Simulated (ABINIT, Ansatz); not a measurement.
## How the form of the self-energy moves the gap of SiC (Moissanite)

Aim: compare treatments of exchange, screening and correlation for the gap of SiC (Moissanite).

Main program and level: ABINIT 10.8.3; PBE and many-body steps on it, plane waves.

**What was measured.**

- Gap 3.33 eV: band gap at cryogenic temperature; bulk crystal (literature value) (quoted in “Silicon carbide diodes for neutron detection”, 2020, arxiv:2009.14696).

## (1) Set-up

It takes space group P6_3mc (No. 186, hexagonal). Conventional cell: a = 3.076 Å, b = 3.076 Å, c = 5.048 Å, α = 90.00°, β = 90.00°, γ = 120.00°. Si has 4 C at 1.87 to 1.94 Å nearest. Nearest to C lie 4 Si at 1.87 to 1.94 Å. Farther neighbours are not listed.

The cell and positions come from the Crystallography Open Database and are kept as given unless a step says otherwise.

## (2) Empty states on the mesh, 6×6×4 mesh, 553 bands

This step: ABINIT 10.8.3; DFT, PBE, plane waves, norm-conserving pseudopotentials.

The sums over transitions need many empty states on a uniform mesh; this step solves for them.

run.abi reads:

```
acell 3*1.0 Angstrom
rprim 
  3.075999999976 0.000000000005 0.000000000000
  -1.537999999993 2.663894142018 0.000000000000
  0.000000000000 0.000000000000 5.048000000000
ntypat 2
znucl 14 6
natom 4
typat 1 1 2 2
xred 
  0.333333333333 0.666666666667 0.000000000000
  0.666666666667 0.333333333333 0.500000000000
  0.333333333333 0.666666666667 0.385000000000
  0.666666666667 0.333333333333 0.885000000000
pp_dirpath "pseudos"
pseudos "Si.upf, C.upf"
ecut 37
ngkpt 6 6 4
nshiftk 1
shiftk 0 0 0
kptopt 1
chksymbreak 0
irdden 1
istwfk *1
nband 553
prtvol 0
optdriver 6
gwr_task "HDIAGO"
paral_kgb 0
occopt 1
indata_prefix "in"
outdata_prefix "out"
tmpdata_prefix "tmp"
```

Started as:

```sh
$ OMP_NUM_THREADS=1 mpirun -n 4 abinit run.abi > log
```

The program printed:

```text
.Version 10.8.3 of ABINIT. v10.8.2 released Aug 2026.

 Symmetries : space group P6_3 m c (#186); Bravais hP (primitive hexag.)
[... echo of the input left out ...]
== DATASET  1 ==================================================================
-   mpi_nproc: 4, omp_nthreads: 1 (-1 if OMP is not activated)

--- !DatasetInfo
iteration_state: {dtset: 1, }
dimensions: {natom: 4, nkpt: 21, mband: 553, nsppol: 1, nspinor: 1, nspden: 1, mpw: 3018, }
cutoff_energies: {ecut:  37.0, pawecutdg:  -1.0, }
[...]
Indirect band gap semiconductor
 Fundamental gap:     2.329 (eV)
   VBM:     7.139 (eV) at k: [ 0.0000E+00,  0.0000E+00,  0.0000E+00]
   CBM:     9.468 (eV) at k: [ 3.3333E-01,  3.3333E-01,  0.0000E+00]
 Direct gap:         4.083 (eV) at k: [ 5.0000E-01,  0.0000E+00,  0.0000E+00]

== END DATASET(S) ==============================================================
================================================================================

 -outvars: echo values of variables after computation  --------
           etotal      0.0000000000E+00
            nband         553
             nkpt          21
          spgroup         186
 [... the other variables as echoed above ...]

 Calculation completed.
```

Wall time 84 s (4 MPI ranks of Intel Xeon Platinum 8488C (Sapphire Rapids), shared host); peak memory 2.3 GiB.

Numbers from this step:

```yaml
gap: 2.329 eV
k_of_the_valence_top: 0, 0, 0
k_of_the_conduction_bottom: 0.3333, 0.3333, 0
least_direct_gap: 4.083 eV
k_points_computed: 21
lowest_point_of_the_top_converged_band_above_the_valence_top: 296.1067 eV
```

On this mesh the gap is 2.329 eV.

The density comes from a self-consistent run that is not shown.

## (3) Screening, 6×6×4 mesh, 227 bands, screening to 247.6 eV

The RPA dielectric matrix is built and inverted for each q.

This step: RPA screening on PBE, plane waves, norm-conserving pseudopotentials.

Edit run.abi of step 2 so:

```diff
@@ -22,10 +22,11 @@
 chksymbreak 0
-irdden 1
 istwfk *1
-nband 553
-prtvol 0
-optdriver 6
-gwr_task "HDIAGO"
-paral_kgb 0
 occopt 1
+irdwfk 1
+optdriver 3
+nband 227
+ecuteps 9.1
+inclvkb 2
+awtr 1
+symchi 1
 indata_prefix "in"
```

The program printed:

```text
.Version 10.8.3 of ABINIT. v10.8.2 released Aug 2026.

 Symmetries : space group P6_3 m c (#186); Bravais hP (primitive hexag.)
[... echo of the input left out ...]
== DATASET  1 ==================================================================
-   mpi_nproc: 4, omp_nthreads: 1 (-1 if OMP is not activated)

--- !DatasetInfo
iteration_state: {dtset: 1, }
dimensions: {natom: 4, nkpt: 21, mband: 227, nsppol: 1, nspinor: 1, nspden: 1, mpw: 3018, }
cutoff_energies: {ecut:  37.0, pawecutdg:  -1.0, }
electrons: {nelect:   1.60000000E+01, charge:   0.00000000E+00, occopt:   1.00000000E+00, tsmear:   1.00000000E-02, }

 SCREENING: Calculation of the susceptibility and dielectric matrices

 Based on a program developped by R.W. Godby, V. Olevano, G. Onida, and L. Reining.
 Incorporated in ABINIT by V. Olevano, G.-M. Rignanese, and M. Torrent.
.Using double precision arithmetic ; gwpc =  8

[... cell and pseudopotentials left out ...]
--------------------------------------------------------------------------------

 ==== K-mesh for the wavefunctions ====
 Number of points in the irreducible wedge :    21
[... list of points left out ...]
 Together with 12 symmetry operations and time-reversal symmetry
 yields   144 points in the full Brillouin Zone.

 ==== Q-mesh for the screening function ====
 Number of points in the irreducible wedge :    21
[... list of points left out ...]
 Together with 12 symmetry operations and time-reversal symmetry
 yields   144 points in the full Brillouin Zone.

 setmesh: FFT mesh size selected  =    24x   24x   40
          total number of points  =        23040

 vcoul_init : cutoff-mode = AUXILIARY_FUNCTION
 q-points for optical limit:   1
     1)      0.000010    0.000020    0.000030

- screening: taking advantage of time-reversal symmetry
- Maximum band index for partially occupied states nbvw = 8
- Remaining bands to be divided among processors   nbcw = 219
- Number of bands treated by each node ~54

 Number of electrons calculated from density =   16.0000; Expected =   16.0000
 average of density, n =  0.057319
 r_s =    1.6089
 omega_plasma =   23.0944 [eV]

 calculating chi0 at frequencies [eV] :
  1    0.000000E+00    0.000000E+00
  2    0.000000E+00    2.309436E+01

--------------------------------------------------------------------------------
  q-point number  1        q = ( 0.000000, 0.000000, 0.000000) [r.l.u.]
--------------------------------------------------------------------------------
[... chi0 elements left out ...]
 For q-point:  0.000010 0.000020 0.000030
  dielectric constant =   6.8433
  dielectric constant without local fields =   7.4946

  Average fulfillment of the sum rule on Im[epsilon] for q-point    1 :     93.90  [%]
[... wings left out ...]
  q-point number  2        q = ( 0.166667, 0.000000, 0.000000) [r.l.u.]
--------------------------------------------------------------------------------
[... chi0 elements left out ...]
  Average fulfillment of the sum rule on Im[epsilon] for q-point    2 :     96.17  [%]

 [... 19 further q-points ...]
```

Elapsed: 6.6 min, on 4 MPI ranks; peak memory 2.6 GiB; 26 min of CPU time.

Numbers from this step:

- ε∞ with local fields, on this mesh, along the program's q direction: 6.843
- the same without local fields: 7.495
- plasma frequency: 23.09 eV
- plane waves in the screening matrix: 373

Local fields lower ε∞ by 9 %.

## (4) G0W0, Godby-Needs plasmon pole

The self-energy is evaluated for the states that the input lists, and the levels follow from it, in one-shot runs by the linearised quasiparticle equation.

This step: G0W0 on PBE, plane waves, norm-conserving pseudopotentials.

Edit run.abi of step 3 so:

```diff
@@ -25,8 +25,19 @@
 irdwfk 1
-optdriver 3
+optdriver 4
 nband 227
+gwcalctyp 0
+ecutsigx 37
+symsigma 1
+nkptgw 3
+kptgw 
+  0.0000000000 0.0000000000 0.0000000000
+  0.3333333333 0.3333333333 0.0000000000
+  0.5000000000 0.0000000000 0.0000000000
+bdgw 
+  6 10
+  7 10
+  7 10
 ecuteps 9.1
-inclvkb 2
-awtr 1
-symchi 1
+irdscr 1
+ppmodel 1
 indata_prefix "in"
```

The program printed:

```text
.Version 10.8.3 of ABINIT. v10.8.2 released Aug 2026.

 Symmetries : space group P6_3 m c (#186); Bravais hP (primitive hexag.)
[... echo of the input left out ...]
== DATASET  1 ==================================================================
-   mpi_nproc: 4, omp_nthreads: 1 (-1 if OMP is not activated)

--- !DatasetInfo
iteration_state: {dtset: 1, }
dimensions: {natom: 4, nkpt: 21, mband: 227, nsppol: 1, nspinor: 1, nspden: 1, mpw: 3018, }
cutoff_energies: {ecut:  37.0, pawecutdg:  -1.0, }
electrons: {nelect:   1.60000000E+01, charge:   0.00000000E+00, occopt:   1.00000000E+00, tsmear:   1.00000000E-02, }

 SIGMA: Calculation of the GW corrections

 Based on a program developped by R.W. Godby, V. Olevano, G. Onida, and L. Reining.
 Incorporated in ABINIT by V. Olevano, G.-M. Rignanese, and M. Torrent.
.Using double precision arithmetic ; gwpc =  8

[... cell and pseudopotentials left out ...]
--------------------------------------------------------------------------------

 ==== K-mesh for the wavefunctions ====
 Number of points in the irreducible wedge :    21
[... list of points left out ...]
 Together with 12 symmetry operations and time-reversal symmetry
 yields   144 points in the full Brillouin Zone.

 ==== Q-mesh for screening function ====
 Number of points in the irreducible wedge :    21
[... list of points left out ...]
 Together with 12 symmetry operations and time-reversal symmetry
 yields   144 points in the full Brillouin Zone.

 vcoul_init : cutoff-mode = AUXILIARY_FUNCTION
 q-points for optical limit:   1
     1)      0.000010    0.000020    0.000030
 setmesh: FFT mesh size selected  =    27x   27x   54
          total number of points  =        39366

 Number of electrons calculated from density =   16.0000; Expected =   16.0000
 average of density, n =  0.057319
 r_s =    1.6089
 omega_plasma =   23.0944 [eV]

 === KS Band Gaps ===
  >>>> For spin  1
   Minimum direct gap =   4.0829 [eV], located at k-point      :   0.5000  0.0000  0.0000
   Fundamental gap    =   2.3294 [eV], Top of valence bands at :   0.0000  0.0000  0.0000
                                       Bottom of conduction at :   0.3333  0.3333  0.0000
 SIGMA fundamental parameters:
 PLASMON POLE MODEL  1
 number of plane-waves for SigmaX                 2997
 number of plane-waves for SigmaC and W            373
 number of plane-waves for wavefunctions          2997
 number of bands                                   227
 number of independent spin polarizations            1
 number of spinorial components                      1
 number of k-points in IBZ                          21
 number of q-points in IBZ                          21
 number of symmetry operations                      12
 number of k-points in BZ                          144
 number of q-points in BZ                          144
 number of frequencies for dSigma/dE                 9
 frequency step for dSigma/dE [eV]                0.25
 number of omega for Sigma on real axis              0
 max omega for Sigma on real axis  [eV]           0.00
 zcut for avoiding poles [eV]                     0.10

 EPSILON^-1 parameters (SCR file):
 dimension of the eps^-1 matrix on file            373
 dimension of the eps^-1 matrix used               373
 number of plane-waves for wavefunctions          2997
 number of bands                                   227
 number of q-points in IBZ                          21
 number of frequencies                               2
 number of real frequencies                          1
 number of imag frequencies                          1

 matrix elements of self-energy operator (all in [eV])

 Perturbative Calculation

--- !SelfEnergy_ee
iteration_state: {dtset: 1, }
kpoint     : [   0.000,    0.000,    0.000, ]
spin       : 1
KS_gap     :    4.620
QP_gap     :    5.500
Delta_QP_KS:    0.880
data: !SigmaeeData |
     Band     E0 <VxcDFT>   SigX SigC(E0)      Z dSigC/dE  Sig(E)    E-E0       E
        6   6.864 -15.055 -17.694   1.893   0.791  -0.264 -15.646  -0.591   6.273
        7   6.864 -15.055 -17.694   1.893   0.791  -0.264 -15.646  -0.591   6.273
        8   7.139 -14.882 -17.276   1.686   0.793  -0.261 -15.443  -0.561   6.577
        9  11.758 -12.188  -7.007  -4.785   0.805  -0.242 -11.869   0.319  12.077
       10  13.157 -12.746  -7.214  -5.184   0.793  -0.261 -12.470   0.276  13.433

--- !SelfEnergy_ee
iteration_state: {dtset: 1, }
kpoint     : [   0.333,    0.333,    0.000, ]
spin       : 1
KS_gap     :    6.371
QP_gap     :    7.430
Delta_QP_KS:    1.059
data: !SigmaeeData |
     Band     E0 <VxcDFT>   SigX SigC(E0)      Z dSigC/dE  Sig(E)    E-E0       E
        7   3.097 -12.979 -16.874   2.739   0.781  -0.280 -13.882  -0.903   2.194
[...]
--- !SelfEnergy_ee
iteration_state: {dtset: 1, }
kpoint     : [   0.500,    0.000,    0.000, ]
spin       : 1
KS_gap     :    4.083
QP_gap     :    5.034
Delta_QP_KS:    0.952
data: !SigmaeeData |
     Band     E0 <VxcDFT>   SigX SigC(E0)      Z dSigC/dE  Sig(E)    E-E0       E
[...]
8   5.651 -14.535 -17.688   2.213   0.788  -0.268 -15.276  -0.741   4.909
        9   9.734 -10.592  -6.058  -4.278   0.821  -0.219 -10.382   0.210   9.944
       10  11.338 -11.767  -6.941  -4.409   0.809  -0.237 -11.429   0.338  11.676

== END DATASET(S) ==============================================================
================================================================================

 -outvars: echo values of variables after computation  --------
           etotal      0.0000000000E+00
            nband         227
             nkpt          21
          spgroup         186
 [... the other variables as echoed above ...]

 Calculation completed.
```

Wall time 2 min (4 MPI ranks); peak memory 2.9 GiB; 7.9 min of CPU time.

This step gave:

| Item | Value |
| --- | --- |
| G0W0 gap on the points computed | 3.048 eV |
| starting gap on the mesh | 2.329 eV |
| k of the valence top | 0, 0, 0 |
| k of the conduction bottom | 0.3333, 0.3333, 0 |
| Z at the valence top | 0.793 |
| Z at the conduction bottom | 0.825 |
| least direct G0W0 gap on the computed points | 5.035 eV |

The gap on the mesh goes from 2.33 eV to 3.05 eV, a correction of +0.72 eV.

## (5) G0W0, Hybertsen-Louie plasmon pole

Edit run.abi of step 4 so:

```diff
@@ -41,3 +41,3 @@
 irdscr 1
-ppmodel 1
+ppmodel 2
 indata_prefix "in"
```

The program printed:

```text
.Version 10.8.3 of ABINIT. v10.8.2 released Aug 2026.

 Symmetries : space group P6_3 m c (#186); Bravais hP (primitive hexag.)
[... echo of the input left out ...]
== DATASET  1 ==================================================================
-   mpi_nproc: 4, omp_nthreads: 1 (-1 if OMP is not activated)

--- !DatasetInfo
iteration_state: {dtset: 1, }
dimensions: {natom: 4, nkpt: 21, mband: 227, nsppol: 1, nspinor: 1, nspden: 1, mpw: 3018, }
cutoff_energies: {ecut:  37.0, pawecutdg:  -1.0, }
electrons: {nelect:   1.60000000E+01, charge:   0.00000000E+00, occopt:   1.00000000E+00, tsmear:   1.00000000E-02, }

 SIGMA: Calculation of the GW corrections

 Based on a program developped by R.W. Godby, V. Olevano, G. Onida, and L. Reining.
 Incorporated in ABINIT by V. Olevano, G.-M. Rignanese, and M. Torrent.
.Using double precision arithmetic ; gwpc =  8

[... cell and pseudopotentials left out ...]
--------------------------------------------------------------------------------

 ==== K-mesh for the wavefunctions ====
 Number of points in the irreducible wedge :    21
[... list of points left out ...]
 Together with 12 symmetry operations and time-reversal symmetry
 yields   144 points in the full Brillouin Zone.

 ==== Q-mesh for screening function ====
 Number of points in the irreducible wedge :    21
[... list of points left out ...]
 Together with 12 symmetry operations and time-reversal symmetry
 yields   144 points in the full Brillouin Zone.

 vcoul_init : cutoff-mode = AUXILIARY_FUNCTION
 q-points for optical limit:   1
     1)      0.000010    0.000020    0.000030
 setmesh: FFT mesh size selected  =    27x   27x   54
          total number of points  =        39366

 Number of electrons calculated from density =   16.0000; Expected =   16.0000
[...]
number of plane-waves for wavefunctions          2997
 number of bands                                   227
 number of q-points in IBZ                          21
 number of frequencies                               2
 number of real frequencies                          1
 number of imag frequencies                          1

 matrix elements of self-energy operator (all in [eV])

 Perturbative Calculation

--- !SelfEnergy_ee
iteration_state: {dtset: 1, }
kpoint     : [   0.000,    0.000,    0.000, ]
spin       : 1
KS_gap     :    4.620
QP_gap     :    5.591
Delta_QP_KS:    0.972
data: !SigmaeeData |
     Band     E0 <VxcDFT>   SigX SigC(E0)      Z dSigC/dE  Sig(E)    E-E0       E
        6   6.864 -15.055 -17.694   1.446   0.816  -0.226 -16.028  -0.973   5.891
        7   6.864 -15.055 -17.694   1.446   0.816  -0.226 -16.028  -0.973   5.891
        8   7.139 -14.882 -17.276   1.274   0.816  -0.226 -15.796  -0.914   6.225
[...]
--- !SelfEnergy_ee
iteration_state: {dtset: 1, }
kpoint     : [   0.333,    0.333,    0.000, ]
spin       : 1
KS_gap     :    6.371
QP_gap     :    7.569
Delta_QP_KS:    1.198
data: !SigmaeeData |
     Band     E0 <VxcDFT>   SigX SigC(E0)      Z dSigC/dE  Sig(E)    E-E0       E
[...]
--- !SelfEnergy_ee
iteration_state: {dtset: 1, }
kpoint     : [   0.500,    0.000,    0.000, ]
spin       : 1
KS_gap     :    4.083
QP_gap     :    5.181
Delta_QP_KS:    1.098
data: !SigmaeeData |
     Band     E0 <VxcDFT>   SigX SigC(E0)      Z dSigC/dE  Sig(E)    E-E0       E
[...]
9   9.734 -10.592  -6.058  -4.569   0.838  -0.193 -10.622  -0.029   9.704
       10  11.338 -11.767  -6.941  -4.709   0.830  -0.205 -11.669   0.098  11.436

== END DATASET(S) ==============================================================
================================================================================

 -outvars: echo values of variables after computation  --------
           etotal      0.0000000000E+00
            nband         227
             nkpt          21
          spgroup         186
 [... the other variables as echoed above ...]

 Calculation completed.
```

Wall time 2 min (4 MPI ranks); peak memory 2.8 GiB; 7.9 min of CPU time.

Numbers from this step:

```
G0W0 gap on the points computed              : 3.176 eV
starting gap on the mesh                     : 2.329 eV
k of the valence top                         : 0, 0, 0
k of the conduction bottom                   : 0.3333, 0.3333, 0
Z at the valence top                         : 0.816
Z at the conduction bottom                   : 0.842
least direct G0W0 gap on the computed points : 5.180 eV
```

Against G0W0 in ABINIT (6×6×4 mesh, 227 bands, screening to 247.6 eV, Godby-Needs plasmon pole), the gap moves by +0.128 eV.

## (6) G0W0, Engel-Farid plasmon pole

Edit run.abi of step 5 so:

```diff
@@ -41,3 +41,3 @@
 irdscr 1
-ppmodel 2
+ppmodel 4
 indata_prefix "in"
```

The program printed:

```text
.Version 10.8.3 of ABINIT. v10.8.2 released Aug 2026.

 Symmetries : space group P6_3 m c (#186); Bravais hP (primitive hexag.)
[... echo of the input left out ...]
== DATASET  1 ==================================================================
-   mpi_nproc: 4, omp_nthreads: 1 (-1 if OMP is not activated)

--- !DatasetInfo
iteration_state: {dtset: 1, }
dimensions: {natom: 4, nkpt: 21, mband: 227, nsppol: 1, nspinor: 1, nspden: 1, mpw: 3018, }
cutoff_energies: {ecut:  37.0, pawecutdg:  -1.0, }
[...]
Band     E0 <VxcDFT>   SigX SigC(E0)      Z dSigC/dE  Sig(E)    E-E0       E
[...]
9   9.734 -10.592  -6.058  -4.536   0.832  -0.202 -10.593  -0.001   9.733
       10  11.338 -11.767  -6.941  -4.688   0.821  -0.217 -11.653   0.114  11.452

== END DATASET(S) ==============================================================
================================================================================

 -outvars: echo values of variables after computation  --------
           etotal      0.0000000000E+00
            nband         227
             nkpt          21
          spgroup         186
 [... the other variables as echoed above ...]

 Calculation completed.
```

Wall time 50 s (4 MPI ranks); peak memory 2.6 GiB; 3.4 min of CPU time.

This step gave:

```
G0W0 gap on the points computed              : 3.204 eV
starting gap on the mesh                     : 2.329 eV
k of the valence top                         : 0, 0, 0
k of the conduction bottom                   : 0.3333, 0.3333, 0
least direct G0W0 gap on the computed points : 5.173 eV
```

Against G0W0 in ABINIT (6×6×4 mesh, 227 bands, screening to 247.6 eV, Godby-Needs plasmon pole), the gap moves by +0.156 eV.

[end of part 1 of 2]

[Paths, hosts, dates, memory and timing lines, banners, echoed tables and standing remarks are left out of the program output.]

[Logs are printed without paths, hosts, clocks, repeated set-up lines and the standing remarks that a program may print on its own settings, such as how far it seeks lower states.]

[Runs of the session that timed out or met a known fault of the program may be left out.]

[Hosts, paths, dates, database ids (printed as entryN), source tags and the programs' standing remarks are cut or masked in the printed files.]

[G0W0 gaps are taken among the corrected bands and points alone; a level outside them can change the order at an edge.]

[Where Ansatz stands beside ABINIT at settings called matched, ABINIT's density can come from a denser mesh and the files from another edition; pairs whose starting gaps differed by over 0.03 eV were left out, so agreement reads better than it is.]
